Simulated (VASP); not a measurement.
Write the native input for VASP 6.6.1 that does the following.

```
Task                   : band structure
Functional             : LDA
Potentials or basis    : VASP PAW LDA potentials, release 64 (Pt, Se)
Cutoff                 : 300 eV
k mesh                 : 4 × 4 × 2
Occupations            : gaussian, width 0.02 eV
Spin                   : no spin polarisation
Further INCAR settings : ALGO = Normal; EDIFF = 1e-06
```

The system is PtSe2.

```
CELL_PARAMETERS angstrom
3.73723 0.00000 0.00000
-1.86861 3.23654 0.00000
0.00000 0.00000 4.80397
ATOMIC_POSITIONS crystal
Pt 0.00000 0.00000 0.00000
Se 0.66667 0.33333 0.73723
Se 0.33333 0.66667 0.26277
```

The cell is a database's computed one.

One way to write it, as run:

POSCAR

```
PtSe2                                   
1.0
    3.7372291426      0.0000000000     -0.0000000000
   -1.8686145662      3.2365353788      0.0000000000
   -0.0000000000      0.0000000000      4.8039651273
  Pt              Se            
     1     2
Direct
     0.0000000000000000    0.0000000000000000    0.0000000000000000
     0.6666666699999979    0.3333333300000021    0.7372253113743609
     0.3333333300000021    0.6666666699999979    0.2627746886256390
```

INCAR.step1

```
SYSTEM = PtSe2
ALGO = Normal
EDIFF = 1E-6
ENCUT = 300
ISIF = 2
ISMEAR = 0
LASPH = .TRUE.
LCHARG = .TRUE.
LMAXMIX = 4
LREAL = .FALSE.
LWAVE = .FALSE.
NELM = 100
PREC = Accurate
SIGMA = 0.02
```

KPOINTS.step1

```
k-points
0
G
  4 4 2
  0 0 0
```

INCAR.step2

```
SYSTEM = PtSe2
ALGO = Normal
EDIFF = 1E-6
ENCUT = 300
ICHARG = 11
ISIF = 2
ISMEAR = 0
LASPH = .TRUE.
LCHARG = .FALSE.
LMAXMIX = 4
LREAL = .FALSE.
LWAVE = .FALSE.
NELM = 100
PREC = Accurate
SIGMA = 0.05
```

KPOINTS.step2

```
path GMKGALHA,LM,KH
10
line-mode
reciprocal
 0.0000000000  0.0000000000  0.0000000000  G
 0.5000000000  0.0000000000  0.0000000000  M

 0.5000000000  0.0000000000  0.0000000000  M
 0.3333333333  0.3333333333  0.0000000000  K

 0.3333333333  0.3333333333  0.0000000000  K
 0.0000000000  0.0000000000  0.0000000000  G

 0.0000000000  0.0000000000  0.0000000000  G
 0.0000000000  0.0000000000  0.5000000000  A

 0.0000000000  0.0000000000  0.5000000000  A
 0.5000000000  0.0000000000  0.5000000000  L

 0.5000000000  0.0000000000  0.5000000000  L
 0.3333333333  0.3333333333  0.5000000000  H

 0.3333333333  0.3333333333  0.5000000000  H
 0.0000000000  0.0000000000  0.5000000000  A

 0.5000000000  0.0000000000  0.5000000000  L
 0.5000000000  0.0000000000  0.0000000000  M

 0.3333333333  0.3333333333  0.0000000000  K
 0.3333333333  0.3333333333  0.5000000000  H
```

Potentials or basis: VASP PAW LDA potentials, release 64 (Pt, Se).

Launch:

```console
$ cat potpaw_LDA.64/Pt/POTCAR potpaw_LDA.64/Se/POTCAR > POTCAR
$ cp INCAR.step1 INCAR
$ cp KPOINTS.step1 KPOINTS
$ mpirun -np 1 vasp_std > vasp.out
$ cp INCAR.step2 INCAR
$ cp KPOINTS.step2 KPOINTS
$ mpirun -np 1 vasp_std > vasp.out
```

Results of the run:

```json
{"Band gap along the path": "none (metal or under the smearing width)"}
```

Caveat: the k mesh is coarse (spacing up to 0.65 Å⁻¹), so the values aren't converged; the log is that of the step along the path at fixed density, whose energy, stress, charges and moments have no meaning; spin-orbit coupling is left out, which moves the levels of the heavy elements.

Run time: 17 s on 1 thread of Intel(R) Xeon(R) Platinum 8259CL CPU @ 2.50GHz (Skylake/Cascade Lake) (shared host), peak memory 0.15 GiB.
